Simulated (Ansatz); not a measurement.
# H: how well frozen cores do

Does the method matter for H? The same cell, functional and mesh are run with full-potential LAPW, PAW on the default files and all-electron PAW on datasets made for the crystal.

Computed with Ansatz 0.2.0 (DFT PBE, scalar-relativistic, unless a step's input says otherwise).

**1. The starting structure**

The structure is hexagonal, space group P6_3/mmc (No. 194). Conventional cell: a = 3.782 Å, b = 3.782 Å, c = 6.167 Å, α = 90.00°, β = 90.00°, γ = 120.00°. H (site symmetry 3m) has 1 H at 1.57 Å as nearest neighbours.

Structure file:

```xyz
4
Lattice="3.7820 0.0000 0.0000 -1.8910 3.2753 0.0000 0.0000 0.0000 6.1670" Properties=species:S:1:pos:R:3 pbc="T T T"
H     0.0000    2.1835    0.7585
H     1.8910    1.0918    3.8420
H     0.0000    2.1835    2.3250
H     1.8910    1.0918    5.4085
```

The cell comes from a crystallographic database entry that wasn't checked; take it as a given geometry, which may be far from equilibrium.

Atoms are numbered in the order of the input: H1, H2, H3, H4.

**2. Full-potential LAPW**

Contents of input.yaml:

```yaml
crystal:
  lattice:
    - [3.7820008326, 0.0, 0.0]
    - [-1.8910004163, 3.2753087982, 0.0]
    - [0.0, 0.0, 6.167]
  atoms:
    - { symbol: H, position: [0.3333333333, 0.6666666667, 0.123] }
    - { symbol: H, position: [0.6666666667, 0.3333333333, 0.623] }
    - { symbol: H, position: [0.3333333333, 0.6666666667, 0.377] }
    - { symbol: H, position: [0.6666666667, 0.3333333333, 0.877] }
kpoints:
  mp_grid: { grid: [8, 8, 5] }
  band_path:
    path:
      - [0.0, 0.0, 0.0]
      - [0.5, 0.0, 0.0]
      - [0.3333333333, 0.3333333333, 0.0]
      - [0.0, 0.0, 0.0]
      - [0.0, 0.0, 0.5]
      - [0.5, 0.0, 0.5]
      - [0.3333333333, 0.3333333333, 0.5]
      - [0.0, 0.0, 0.5]
      - [0.5, 0.0, 0.5]
    npoints: 8
scf:
  occupations: { method: fermi_dirac, width: 0.01 }
hamiltonian:
  xc: pbe
  pseudopotentials: { kind: all_electron, lapw: { basis_error: 0.0005 } }
output:
  forces: true
  stress: true
  eigenvalues: true
  populations: true
  dos: { projected: true, de: 0.2, e_range: [-14, 8] }
```

**3. PAW on the default files**

input.yaml, as its differences from that of step 2:

```diff
@@ -28,3 +28,3 @@
   xc: pbe
-  pseudopotentials: { kind: all_electron, lapw: { basis_error: 0.0005 } }
+  pseudopotentials: { kind: paw }
 output:
@@ -33,3 +33,5 @@
   eigenvalues: true
+  efg: { contact_densities: true }
   populations: true
+  bader: true
   dos: { projected: true, de: 0.2, e_range: [-14, 8] }
```

**4. All-electron PAW on datasets made for the crystal**

input.yaml, as its differences from that of step 3:

```diff
@@ -28,3 +28,3 @@
   xc: pbe
-  pseudopotentials: { kind: paw }
+  pseudopotentials: { kind: all_electron, datasets: crystal }
 output:
@@ -34,4 +34 @@
   efg: { contact_densities: true }
-  populations: true
-  bader: true
-  dos: { projected: true, de: 0.2, e_range: [-14, 8] }
```

(Steps that only read results are left out.)

Q: Predict the outcome of this session. Wanted: pressure; gap; largest force; Bader charges.

The runs gave:

```
           quantity                                               value
           pressure   LAPW -8.65, PAW -8.64, crystal datasets -8.65 GPa
         gap (LAPW)                     1.67 eV, indirect from K–Γ to Γ
      largest force  LAPW 3.607, PAW 3.606, crystal datasets 3.607 eV/Å
Bader charges (PAW)                                          H1 +0.00 e
```

In words: At this geometry the cell is under tension of 8.6 GPa, so it would shrink if let go. The gap is 1.67 eV, indirect from K–Γ to Γ. It is the Kohn-Sham gap of a semilocal functional, which mostly lies below the gap found in experiment. The top eV of the valence band is mostly H 1s (100 % of the projected weight). The projection holds only the free atom's occupied shells (H 1s in this range). The field gradient at H1, the largest by crystal datasets, is -0.21 by PAW and -0.22 by crystal datasets (10²¹ V/m²); frozen cores can miss part of the core's response. PAW lies less than 0.01 GPa from LAPW in pressure and less than 0.01 eV in the gap. The forces differ by at most 2 meV/Å in a component, on a largest force of 3.607 eV/Å.
